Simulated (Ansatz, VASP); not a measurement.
This is a calculation of ZnSe (Stilleite) for VASP 6.6.1. 

Contents of INCAR:

```
PREC = Accurate ; ENCUT = 600
EDIFF = 1E-6 ; ISMEAR = -1
SIGMA = 0.05 ; LREAL = False
LASPH = True ; NELM = 100
ALGO = Normal ; ISIF = 3
LWAVE = False ; LCHARG = False
GGA = PE ; IVDW = 12
IBRION = 2 ; NSW = 40
EDIFFG = -0.02
```

KPOINTS

```
regular mesh
0
Gamma
  8 8 8
```

File POSCAR:

```
ZnSe
1.0
    0.0000000000      2.8338000000      2.8338000000
    2.8338000000      0.0000000000      2.8338000000
    2.8338000000      2.8338000000      0.0000000000
Se Zn
1 1
Direct
    0.7500000000      0.7500000000      0.7500000000
    0.0000000000      0.0000000000      0.0000000000
```

Potentials or basis: VASP PAW PBE potentials, release 64 (Se, Zn).

Launch:

```bash
$ cat potpaw_PBE.64/Se/POTCAR potpaw_PBE.64/Zn/POTCAR > POTCAR
$ mpirun -np 1 vasp_std > vasp.out
```

Q: Translate it to Ansatz 0.2.0. Potentials or basis there: all-electron LAPW, scalar-relativistic.

A: As run (cutoffs and basis follow the program's own potentials, and thresholds, step limits or extra output files can differ):

Contents of input.yaml:

```yaml
crystal:
  lattice:
    - [0.0, 2.8338, 2.8338]
    - [2.8338, 0.0, 2.8338]
    - [2.8338, 2.8338, 0.0]
  atoms:
    - { symbol: Se, position: [0.75, 0.75, 0.75] }
    - { symbol: Zn, position: [0.0, 0.0, 0.0] }
kpoints:
  mp_grid: { grid: [8, 8, 8] }
scf:
  occupations: { method: fermi_dirac, width: 0.05 }
hamiltonian:
  xc: pbe
  dispersion: d3bj
  pseudopotentials: { kind: all_electron, lapw: { basis_error: 0.001 } }
output:
  forces: true
  stress: true
relax:
  f_tol: 0.01
  max_steps: 60
  cell: {}
```

Potentials or basis: all-electron LAPW, scalar-relativistic.

The run is started by

```console
$ ansatz run input.yaml --threads 1 --pin off --max-ram 3072MiB --backend cpu --events-out ev --progress --plain --runs-dir out
```

Both were run:

|  | VASP | Ansatz |
| --- | --- | --- |
| Relaxed volume | 22.67 Å³/atom | 22.61 Å³/atom |
| Relaxed cell | a = 4.003 Å, b = 4.003 Å, c = 4.003 Å, α = 60.00°, β = 60.00°, γ = 60.00° | a = 3.999 Å, b = 3.999 Å, c = 3.999 Å, α = 60.00°, β = 60.00°, γ = 60.00° |
| Space group after relaxing | F-43m (No. 216) | F-43m (No. 216) |
| Pressure after relaxing | 0.0 GPa | 0.0 GPa |

Where Ansatz's input types no cutoff or centring, it takes its own default and a Γ-centred mesh.

Pressure is positive in compression.
